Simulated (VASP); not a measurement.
# B (P6_3/mmc) in VASP: further runs

Runs on B. Level: revPBE. Tasks: single point.

Everything below comes from runs of VASP 6.6.1. Logs are shortened: lines on timing, memory, paths and dates and some standing lists are left out, and cuts for length are marked.

**1. The structure**

The structure is hexagonal, space group P6_3/mmc (No. 194). The conventional cell has a = 1.723 Å, b = 1.723 Å, c = 21.702 Å, α = 90.00°, β = 90.00°, γ = 120.00°. B (site symmetry -3m) is surrounded by 6 B at 1.72 Å. B (site symmetry -6m2) has 6 B at 1.72 Å as nearest neighbours.

This isn't the form of B at room conditions, which is rhombohedral.

**2. Single point, revPBE**

File INCAR:

```
SYSTEM = B
PREC     = Accurate       ! precision mode
ENCUT    = 520            ! plane-wave cutoff, eV
EDIFF    = 1E-6           ! SCF threshold, eV
ISMEAR   = -1             ! smearing method
SIGMA    = 0.1            ! smearing width, eV
LREAL    = .FALSE.        ! projectors in reciprocal space
LASPH    = .TRUE.         ! aspherical terms in the spheres
NELM     = 60             ! most SCF steps
ALGO     = Fast           ! electronic algorithm
ISIF     = 2              ! what is computed and relaxed
LWAVE    = .FALSE.        ! write WAVECAR
LCHARG   = .TRUE.         ! write CHGCAR
GGA      = RE             ! functional
LELF     = .TRUE.         ! ELF
LVHAR    = .TRUE.       
NBANDS   = 14             ! bands
```

File KPOINTS:

```
regular mesh
0
G
  27 27 2
  0 0 0
```

File POSCAR:

```
B
1.0
    1.7226256347      0.0000000000      0.0000000000
   -0.8613128173      1.4918375609      0.0000000000
    0.0000000000      0.0000000000     21.7015576716
B
4
Direct
    1.0000000000      1.0000000000      0.0000000000
    1.0000000000      1.0000000000      0.5000000000
    0.3333333333      0.6666666667      0.2500000000
    0.6666666667      0.3333333333      0.7500000000
```

Potentials or basis: VASP PAW PBE potentials, release 64 (B).

Started as:

```bash
cat potpaw_PBE.64/B/POTCAR > POTCAR
mpirun -np 1 vasp_std > vasp.out
```

OUTCAR:

```text
SYSTEM = B
   PREC = Accurate
   ENCUT = 520
   EDIFF = 1E-6
   ISMEAR = -1
   LREAL = .FALSE.
   LASPH = .TRUE.
   NELM = 60
   ISIF = 2
   GGA = RE

 ion  position               nearest neighbor table
   1  0.000  0.000  0.000-
   2  0.000  0.000  0.500-
   3  0.333  0.667  0.250-
   4  0.667  0.333  0.750-

  LATTYP: Found a hexagonal cell.
 ALAT       =     1.7226256347
 C/A-ratio  =    12.5979535161

  Lattice vectors:

 A1 = (   1.7226256347,   0.0000000000,   0.0000000000)
 A2 = (  -0.8613128173,   1.4918375609,   0.0000000000)
 A3 = (   0.0000000000,   0.0000000000,  21.7015576716)

Analysis of symmetry for initial positions (statically):
=====================================================================
 Subroutine PRICEL returns:
 Original cell was already a primitive cell.

 Routine SETGRP: Setting up the symmetry group for a
 hexagonal supercell.

 Subroutine GETGRP returns: Found 24 space group operations
 (whereof 12 operations were pure point group operations)
 out of a pool of 24 trial point group operations.

The static configuration has the point symmetry D_3d.
 The point group associated with its full space group is D_6h.

Analysis of symmetry for dynamics (positions and initial velocities):
=====================================================================
 Subroutine PRICEL returns:
 Original cell was already a primitive cell.

 Routine SETGRP: Setting up the symmetry group for a
 hexagonal supercell.

 Subroutine GETGRP returns: Found 24 space group operations
 (whereof 12 operations were pure point group operations)
 out of a pool of 24 trial point group operations.

The dynamic configuration has the point symmetry D_3d.
 The point group associated with its full space group is D_6h.

 Subroutine INISYM returns: Found 24 space group operations
 (whereof 12 operations are pure point group operations),
 and found     1 'primitive' translations

----------------------------------------------------------------------------------------

                                     Primitive cell

  volume of cell :      55.7703

  direct lattice vectors                    reciprocal lattice vectors
     1.722625635  0.000000000  0.000000000     0.580509183  0.335157133  0.000000000
    -0.861312817  1.491837561  0.000000000     0.000000000  0.670314266  0.000000000
     0.000000000  0.000000000 21.701557672     0.000000000  0.000000000  0.046079642

  length of vectors
     1.722625635  1.722625635 21.701557672     0.670314266  0.670314266  0.046079642

  position of ions in fractional coordinates (direct lattice)
     0.000000000  0.000000000  0.000000000
     0.000000000  0.000000000  0.500000000
     0.333333333  0.666666667  0.250000000
     0.666666667  0.333333333  0.750000000

  ion indices of the primitive-cell ions
   primitive index   ion index
                 1           1
                 2           2
                 3           3
                 4           4

----------------------------------------------------------------------------------------

 KPOINTS: regular mesh

Automatic generation of k-mesh.
 Grid dimensions read from file:
 generate k-points for:   27   27    2

 Generating k-lattice:

  Cartesian coordinates                     Fractional coordinates (reciprocal lattice)
     0.021500340  0.012413227  0.000000000     0.037037037  0.000000000  0.000000000
     0.000000000  0.024826454  0.000000000     0.000000000  0.037037037  0.000000000
     0.000000000  0.000000000  0.023039821     0.000000000  0.000000000  0.500000000

  Length of vectors
     0.024826454  0.024826454  0.023039821

  Shift w.r.t. Gamma in fractional coordinates (k-lattice)
     0.000000000  0.000000000  0.000000000

 Subroutine IBZKPT returns following result:
 ===========================================

 Found    150 irreducible k-points:

 Following reciprocal coordinates:
            Coordinates               Weight
  0.000000  0.000000  0.000000      1.000000
  0.037037 -0.000000  0.000000      6.000000
  0.074074 -0.000000  0.000000      6.000000
  0.111111 -0.000000  0.000000      6.000000
  0.148148  0.000000  0.000000      6.000000
  0.185185  0.000000  0.000000      6.000000
[... 16 lines left out ...]
  0.333333  0.037037  0.000000     12.000000
  0.370370  0.037037  0.000000     12.000000
 [... further k-points ...]
   k-points           NKPTS =    150   k-points in BZ     NKDIM =    150   number of bands    NBANDS=     14
   number of dos      NEDOS =    301   number of ions     NIONS =      4
   total plane-waves  NPLWV =  31752
   dimension x,y,z NGX =    14 NGY =   14 NGZ =  162
   dimension x,y,z NGXF=    28 NGYF=   28 NGZF=  324
   ions per type =               4
   NGX,Y,Z   is equivalent  to a cutoff of  13.51, 13.51, 12.41 a.u.
   NGXF,Y,Z  is equivalent  to a cutoff of  27.02, 27.02, 24.82 a.u.
 SYSTEM =  B
   PREC   = accura    normal or accurate (medium, high low for compatibility)
   ISTART =      0    job   : 0-new  1-cont  2-samecut
   ICHARG =      2    charge: 1-file 2-atom 10-const
   ISPIN  =      1    spin polarized calculation?
   LNONCOLLINEAR =      F non collinear calculations
   LSORBIT =      F    spin-orbit coupling
   LASPH  =      T    aspherical Exc in radial PAW
   ENCUT  =  520.0 eV  38.22 Ry    6.18 a.u.   3.20  3.20 40.35*2*pi/ulx,y,z
   NELM   =     60;   NELMIN=  2; NELMDL= -5     # of ELM steps
   EDIFF  = 0.1E-05   stopping-criterion for ELM
   LREAL  =      F    real-space projection
   EDIFFG = 0.1E-04   stopping-criterion for IOM
   NSW    =      0    number of steps for IOM
   IBRION =     -1    ionic relax: 0-MD 1-quasi-New 2-CG
   NFREE  =      0    steps in history (QN), initial steepest desc. (CG)
   ISIF   =      2    stress and relaxation
   ISYM   =      2    0-nonsym 1-usesym 2-fastsym
   POTIM  = 0.5000    time-step for ionic-motion
   TEBEG  =    0.0;   TEEND  =   0.0 temperature during run
   PSTRESS=    0.0 pullay stress
   NELECT =      12.0000    total number of electrons
   NUPDOWN=      -1.0000    fix difference up-down
   EMIN   =  10.00;   EMAX   =-10.00  energy-range for DOS
   EFERMI =   0.00;   METHOD = LEGACY
   ISMEAR =    -1;   SIGMA  =   0.10  broadening in eV -4-tet -1-fermi 0-gaus
   EFERMI_NEDOS =   21; number of points for ismear=-14 and -15
   IALGO  =     68    algorithm
   IMIX   =      4    mixing-type and parameters
     AMIX     =   0.40;   BMIX     =  1.00
     AMIX_MAG =   1.60;   BMIX_MAG =  1.00
  volume/ion in A,a.u.               =      13.94        94.09
  Fermi-wavevector in a.u.,A,eV,Ry     =   0.980997  1.853815 13.093623  0.962354
  Thomas-Fermi vector in A             =   2.111969
   LORBIT       =      0    0 simple, 1 ext, 2 COOP (PROOUT), +10 PAW based schemes
   GGA     = RE    functional components
   LHFCALC =     F    Hartree Fock is set to
   AEXX    =    0.0000 exact exchange contribution
   IVDW    =     0    specifies the selected vdW correction
   LEPSILON=     F    determine dielectric tensor
   LRPA    =     F    only Hartree local field effects (RPA)
 non-spin polarized calculation
 RMM-DIIS sequential band-by-band and
  energy-cutoff  :      520.00
  volume of cell :       55.77
 maximum number of plane-waves:      1544
 NGX is ok and might be reduce to    14
   NGX =  7   NGY =  7   NGZ = 81

 number of electron      12.0000000 magnetization

 Free energy of the ion-electron system (eV)
  ---------------------------------------------------
  ext. energy  EPLUGINS =         0.00000000
  ---------------------------------------------------
  free energy    TOTEN  =       -23.14754047 eV

  energy without entropy =      -23.13103426  energy(sigma->0) =      -23.13928737

 E-fermi :   2.4139     XC(G=0):  -7.3716

 val. band max:        2.1440825357   @ k =   0.3704   0.2222   0.0000
 cond. band min:       2.5877074665   @ k =   0.4074   0.1852   0.0000
 fundamental gap:      0.4436249307
 Fermi energy:         2.4138534854

 k-point     1 :       0.0000    0.0000    0.0000
  band No.  band energies     occupation
      1     -14.5603      2.00000
      2     -14.5572      2.00000
      3     -14.5572      2.00000
      4     -14.5540      2.00000
      5      -5.2824      2.00000
      6      -5.2230      2.00000
      7      -5.2229      2.00000
      8      -5.1615      2.00000
      9       4.2881      0.00000
     10       5.0206      0.00000
     11       5.0206      0.00000
     12       6.5737      0.00000
     13       7.7693      0.00000
     14      10.2764      0.00000

 k-point     2 :       0.0370   -0.0000    0.0000
  band No.  band energies     occupation
      1     -14.4980      2.00000
      2     -14.4949      2.00000
      3     -14.4949      2.00000
      4     -14.4917      2.00000
      5      -5.1934      2.00000
      6      -5.1340      2.00000
      7      -5.1339      2.00000
      8      -5.0726      2.00000
      9       4.3740      0.00000
     10       5.1067      0.00000
     11       5.1067      0.00000
     12       6.6647      0.00000
     13       7.8455      0.00000
     14      10.3579      0.00000

 k-point     3 :       0.0741   -0.0000    0.0000
  band No.  band energies     occupation
      1     -14.3112      2.00000
      2     -14.3081      2.00000
      3     -14.3081      2.00000
      4     -14.3051      2.00000
      5      -4.9263      2.00000
      6      -4.8672      2.00000
      7      -4.8671      2.00000
      8      -4.8061      2.00000
      9       4.6313      0.00000
     10       5.3645      0.00000
     11       5.3646      0.00000
     12       6.9375      0.00000
     13       8.0729      0.00000
     14      10.6015      0.00000
[... 324 lines left out ...]
 k-point    23 :       0.3333    0.0370    0.0000
  band No.  band energies     occupation
      1      -9.1717      2.00000
      2      -9.1705      2.00000
      3      -9.1705      2.00000
      4      -9.1692      2.00000
      5       2.6191      0.22763
      6       2.6678      0.14622
      7       2.6679      0.14620
      8       2.7181      0.09106
      9       8.0436      0.00000
     10       8.1051      0.00000
     11       8.1051      0.00000
     12       8.1626      0.00000
     13      13.0771      0.00000
     14      13.6171      0.00000

 k-point    24 :       0.3704    0.0370    0.0000
  band No.  band energies     occupation
      1      -8.1606      2.00000
      2      -8.1596      2.00000
      3      -8.1596      2.00000
      4      -8.1587      2.00000
      5       4.2377      0.00000
      6       4.2820      0.00000
      7       4.2820      0.00000
      8       4.3277      0.00000
      9       6.3928      0.00000
     10       6.4092      0.00000
     11       6.4092      0.00000
     12       6.4245      0.00000
     13      14.5797      0.00000
     14      15.1390      0.00000

 [... further k-points ...]

------------------------ aborting loop because EDIFF is reached ----------------------------------------

  FORCE on cell =-STRESS in cart. coord.  units (eV):
  Direction    XX          YY          ZZ          XY          YZ          ZX
  --------------------------------------------------------------------------------------
  -------------------------------------------------------------------------------------
  Total       -0.3469276     -0.3469276      0.0013798     -0.0000000     -0.0000000     -0.0000000
  in kB       -9.9665790     -9.9665790      0.0396386     -0.0000000     -0.0000000     -0.0000000
  external PRESSURE =      -6.6311731 kB  Pullay stress =       0.0000000 kB

 VOLUME and BASIS-vectors are now :
 -----------------------------------------------------------------------------
  energy-cutoff  :      520.00
  volume of cell :       55.77
      direct lattice vectors                 reciprocal lattice vectors
     1.722625635  0.000000000  0.000000000     0.580509183  0.335157133  0.000000000
    -0.861312817  1.491837561  0.000000000     0.000000000  0.670314266  0.000000000
     0.000000000  0.000000000 21.701557672     0.000000000  0.000000000  0.046079642

 POSITION                                       TOTAL-FORCE (eV/Angst)
 -----------------------------------------------------------------------------------
      0.00000      0.00000      0.00000        -0.000000      0.000000     -0.000000
      0.00000      0.00000     10.85078        -0.000000      0.000000     -0.000000
     -0.00000      0.99456      5.42539         0.000000     -0.000000     -0.000000
      0.86131      0.49728     16.27617        -0.000000      0.000000      0.000000
 -----------------------------------------------------------------------------------
    total drift:                               -0.000000     -0.000000      0.000000

  FREE ENERGIE OF THE ION-ELECTRON SYSTEM (eV)
  ---------------------------------------------------
  free  energy   TOTEN  =       -23.1475404742 eV

  energy  without entropy=      -23.1310342614  energy(sigma->0) =      -23.13928737
```

It took 70 s on 1 thread of AMD EPYC 9R45 (Zen 5), shared host; peak memory 0.19 GiB.

What came out:

| Property | Result |
| --- | --- |
| Free energy | -23.1475 eV |
| Pressure | -0.7 GPa |
| Band gap on the k mesh | none (metal or under the smearing width) |

Levels at points of the mesh, in eV from the Fermi level:
| k point | band 6 | band 7 | band 8 | band 9 | band 10 | band 11 |
| --- | --- | --- | --- | --- | --- | --- |
| (0.00, 0.00, 0.00) | -7.64 | -7.64 | -7.58 | 1.87 | 2.61 | 2.61 |
| (0.00, 0.00, 0.50) | -7.68 | -7.59 | -7.59 | 2.06 | 2.06 | 3.44 |

Caveat: the PAW data sets were made with another functional, which shifts forces and pressure a little; this functional lacks dispersion, which binds the layers, so the pressure and a relaxed spacing across them are unreliable.

**3. Single point, revPBE**

This run uses another cell than the first one, of 12.83 Å³/atom, 0.920 times its volume.

File INCAR:

```
  ALGO = Normal
  EDIFF = 1E-7
  ENCUT = 520
  GGA = RE
  ISIF = 2
  ISMEAR = -1
  LASPH = True
  LCHARG = True
  LELF = True
  LREAL = False
  LVHAR = True
  LWAVE = False
  NBANDS = 14
  NELM = 60
  PREC = Accurate
  SIGMA = 0.1
```

File KPOINTS:

```
k-points
0
Gamma
  23 23 2
```

File POSCAR:

```
B
1.0
    1.6754064441      0.0000000000      0.0000000000
   -0.8377032220      1.4509445422      0.0000000000
    0.0000000000      0.0000000000     21.1066925030
B
4
Direct
    1.0000000000      1.0000000000      0.0000000000
    1.0000000000      1.0000000000      0.5000000000
    0.3333333333      0.6666666667      0.2500000000
    0.6666666667      0.3333333333      0.7500000000
```

Potentials or basis: VASP PAW PBE potentials, release 64 (B).

Started as:

```bash
cat potpaw_PBE.64/B/POTCAR > POTCAR
mpirun -np 1 vasp_std > vasp.out
```

Run time: 33 s. Hardware: 1 thread of AMD EPYC 9R45 (Zen 5), shared host; peak memory 0.16 GiB.

It converged, with:

* Free energy: -22.9988 eV
* Pressure: 10.2 GPa
* Band gap on the k mesh: none (metal or under the smearing width)

Stress tensor (GPa, compression positive):
```
15.36  0.00  0.00
 0.00 15.36  0.00
 0.00  0.00  0.00
```

Levels at points of the mesh, in eV from the Fermi level:
```csv
k point,band 5,band 6,band 7,band 8,band 9,band 10,band 11,band 12
"(0.00, 0.00, 0.00)",-8.22,-8.16,-8.16,-8.09,1.76,2.54,2.54,4.19
"(0.00, 0.00, 0.50)",-8.20,-8.20,-8.11,-8.11,1.96,1.96,3.43,3.43
```

Caveat: the PAW data sets were made with another functional, which shifts forces and pressure a little; this functional lacks dispersion, which binds the layers, so the pressure and a relaxed spacing across them are unreliable.

**4. Single point, revPBE**

This run uses another cell than the first one, of 15.06 Å³/atom, 1.080 times its volume.

File INCAR:

```
SYSTEM = B
PREC = Accurate ; ENCUT = 520
EDIFF = 1E-6 ; ISMEAR = -1
SIGMA = 0.1 ; LREAL = .FALSE.
LASPH = .TRUE. ; NELM = 80
ALGO = Normal ; ISIF = 2
LWAVE = .FALSE. ; LCHARG = .FALSE.
GGA = RE ; NBANDS = 14
```

File KPOINTS:

```
Automatic mesh
0
G
  23 23 2
  0 0 0
```

File POSCAR:

```
B
1.0
    1.7673890403      0.0000000000      0.0000000000
   -0.8836945201      1.5306038072      0.0000000000
    0.0000000000      0.0000000000     22.2654849743
B
4
Direct
    1.0000000000      1.0000000000      0.0000000000
    1.0000000000      1.0000000000      0.5000000000
    0.3333333333      0.6666666667      0.2500000000
    0.6666666667      0.3333333333      0.7500000000
```

Started as:

```bash
cat potpaw_PBE.64/B/POTCAR > POTCAR
mpirun -np 1 vasp_std > vasp.out
```

Wall time 48 s (1 thread of AMD EPYC 9R45 (Zen 5), shared host); peak memory 0.18 GiB.

Results (log left out):

- Free energy: -22.9719 eV
- Pressure: -8.8 GPa
- Band gap on the k mesh: none (metal or under the smearing width)

Stress tensor (GPa, compression positive):
```
-13.22   0.00   0.00
  0.00 -13.22   0.00
  0.00   0.00  -0.03
```

Levels at points of the mesh, in eV from the Fermi level:
```csv
k point,band 5,band 6,band 7,band 8,band 9,band 10,band 11,band 12
"(0.00, 0.00, 0.00)",-7.19,-7.14,-7.14,-7.08,2.12,2.80,2.80,4.27
"(0.00, 0.00, 0.50)",-7.17,-7.17,-7.10,-7.10,2.29,2.29,3.59,3.59
```

Caveat: the PAW data sets were made with another functional, which shifts forces and pressure a little.

(Continued in part 2 of 2.)
